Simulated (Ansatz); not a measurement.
**HgTe: response to strain**

Aim: deform HgTe (zz strain of -1 %) and compute stress, forces and field gradients with LAPW, PAW and all-electron datasets made for the crystal.

Computed with Ansatz 0.2.0 (DFT PBE, scalar-relativistic, unless a step's input says otherwise).

## Step 1: Starting point

It takes space group F-43m (No. 216, cubic). Conventional cell: a = 6.447 Å, b = 6.447 Å, c = 6.447 Å, α = 90.00°, β = 90.00°, γ = 90.00°. Around Hg (site symmetry -43m) lie 4 Te at 2.79 Å. Te (site symmetry -43m) is surrounded by 4 Hg at 2.79 Å.

Coordinates:

```
Hg Te
1.0
     0.00000    3.22350    3.22350
     3.22350    0.00000    3.22350
     3.22350    3.22350    0.00000
Hg Te
1 1
Direct
  0.00000 0.00000 0.00000
  0.75000 0.75000 0.75000
```

Atoms are numbered in the order of the input: Hg1, Te2.

## Step 2: After the deformation

Space group F-43m before, I-4m2 after.

## Step 3: All-electron LAPW

input.yaml reads:

```yaml
crystal:
  lattice:
    - [0.0, 3.2235, 3.191265]
    - [3.2235, 0.0, 3.191265]
    - [3.2235, 3.2235, 0.0]
  atoms:
    - { symbol: Hg, position: [0.0, 0.0, 0.0] }
    - { symbol: Te, position: [0.75, 0.75, 0.75] }
kpoints:
  mp_grid: { grid: [11, 11, 11] }
  band_path:
    path:
      - [0.0, 0.0, 0.0]
      - [0.0, 0.5, 0.5]
      - [0.25, 0.75, 0.5]
      - [0.0, 0.5, 0.0]
      - [0.0, 0.0, 0.0]
      - [0.5, 0.5, 0.0]
      - [0.3775380063, 0.6224619937, 0.0]
      - [-0.3775380063, 0.3775380063, 0.0]
      - [0.0, 0.0, 0.0]
    npoints: 5
scf:
  occupations: { method: fermi_dirac, width: 0.03 }
hamiltonian:
  xc: pbe
  pseudopotentials: { kind: all_electron, lapw: { basis_error: 0.0005 } }
output:
  forces: true
  stress: true
  eigenvalues: true
```

On the command line:

```sh
> ansatz run input.yaml --threads 1 --pin off --max-ram 3072MiB --backend cpu --events-out ev --progress --plain --runs-dir out
```

## Step 4: PAW on the default files

input.yaml reads:

```yaml
crystal:
  lattice:
    - [0.0, 3.2235, 3.191265]
    - [3.2235, 0.0, 3.191265]
    - [3.2235, 3.2235, 0.0]
  atoms:
    - { symbol: Hg, position: [0.0, 0.0, 0.0] }
    - { symbol: Te, position: [0.75, 0.75, 0.75] }
kpoints:
  mp_grid: { grid: [11, 11, 11] }
scf:
  occupations: { method: fermi_dirac, width: 0.03 }
hamiltonian:
  xc: pbe
  pseudopotentials: { kind: paw }
output:
  forces: true
  stress: true
  eigenvalues: true
  efg: { contact_densities: true }
```

## Step 5: Datasets made for this crystal

Changes to input.yaml since step 4:

```diff
@@ -14,3 +14,3 @@
   xc: pbe
-  pseudopotentials: { kind: paw }
+  pseudopotentials: { kind: all_electron, datasets: crystal }
 output:
```

(Steps that only read results are left out.)

What does the calculation give? Wanted: pressure; largest shear or deviatoric stress.

As calculated:

```
                                 quantity                                           value
                                 pressure  LAPW 4.62, PAW 4.62, crystal datasets 4.62 GPa
largest shear or deviatoric stress (LAPW)                                        0.07 GPa
```

The largest part of the stress beyond the pressure is 0.07 GPa in size, in the zz component; the atoms are carried along and not relaxed. No run of the undeformed cell stands beside it, so the pressure holds what the given cell had before the change. PAW: stress within 0.01 GPa of LAPW. Crystal datasets: stress within 0.01 GPa of LAPW. Spin-orbit coupling is left out, though the cell holds Hg; in elements this heavy it can shift bands and gaps by tenths of an eV.
